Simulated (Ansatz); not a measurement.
# AlGaN2: a hydrostatic pressure series

Aim: relax AlGaN2 at pressures from -2 to 40 GPa within the symmetry of the start, and follow volume, cell shape and gap.

Computed with Ansatz 0.2.0 (DFT LDA, scalar-relativistic, plane waves, PAW, unless a step's input says otherwise).

2 further runs of the same task are left out: 2 set aside as unsound or not needed.

## Step 1: The system as given

It takes space group P-4m2 (No. 115, tetragonal). Conventional cell: a = 3.115 Å, b = 3.115 Å, c = 4.384 Å, α = 90.00°, β = 90.00°, γ = 90.00°. Al (site symmetry -4m2) is surrounded by 4 N at 1.88 Å. Ga (site symmetry -4m2) has 4 N at 1.93 Å as nearest neighbours. N (site symmetry 2mm) has 2 Al at 1.88 Å and 2 Ga at 1.93 Å as nearest neighbours.

Coordinates:

```
CELL_PARAMETERS angstrom
3.11529 0.00000 0.00000
0.00000 3.11529 0.00000
0.00000 0.00000 4.38433
ATOMIC_POSITIONS crystal
Al 0.50000 0.50000 0.50000
Ga 0.00000 0.00000 0.00000
N 0.50000 0.00000 0.74005
N 0.00000 0.50000 0.25995
```

It goes back to an entry of the Materials Project, which need not be the stable form.

This cell was relaxed beforehand with the same method: volume 10.64 Å³/atom, gap on the mesh 3.05 eV.

## Step 2: Target pressure -2 GPa

File input.yaml:

```yaml
crystal:
  lattice:
    - [3.1352576529, 0.0, 0.0]
    - [0.0, 3.1352576529, 0.0]
    - [0.0, 0.0, 4.4124368532]
  atoms:
    - { symbol: Al, position: [0.5, 0.5, 0.5] }
    - { symbol: Ga, position: [0.0, 0.0, 0.0] }
    - { symbol: "N", position: [0.5, 0.0, 0.7400513254] }
    - { symbol: "N", position: [0.0, 0.5, 0.2599486746] }
basis:
  ecutwfc: 420
kpoints:
  mp_grid: { grid: [8, 8, 6] }
hamiltonian:
  xc: lda
scf:
  occupations: { method: gaussian, width: 0.02 }
output:
  forces: true
  stress: true
  eigenvalues: true
relax:
  adjacent_minimum: "off"
  f_tol: 0.008
  max_steps: 50
  cell: { stress_tol: 0.08, p_target: -2.0 }
```

Launch:

```
ansatz run input.yaml --threads 1 --pin off --max-ram 2560MiB --backend cpu --events-out ev --progress --plain --runs-dir out
```

Further runs follow: band edges over the zone at -2 GPa; target pressure 2 GPa; band edges over the zone at 2 GPa; 5 GPa; the gap over the whole zone at 5 GPa; relaxing at 10 GPa; the gap over the whole zone at 10 GPa; 20 GPa; seeking the band edges at 20 GPa; 40 GPa; the gap over the whole zone at 40 GPa.

**Question.** What will these runs give? Wanted: bulk modulus B0; B0'.

As calculated:

| quantity | value |
| --- | --- |
| volume at 40 GPa | 9.20 Å³/atom, V/V0 = 0.865 |
| bulk modulus B0 (third-order Birch-Murnaghan) | 207 GPa |
| B0' | 4.0 |
| gap at 0 and 40 GPa | 3.05 eV; 3.32 eV |

At 40 GPa the crystal has lost 13.5 % of its volume. The points follow one equation of state, B0 = 207 GPa. The cell gives way unevenly: a -4.5 %, b -4.5 %, c -5.1 %. The gap goes from 3.05 eV at zero pressure to 3.32 eV at 40 GPa. The symmetry of the start is kept, so a transition to another structure would not show.
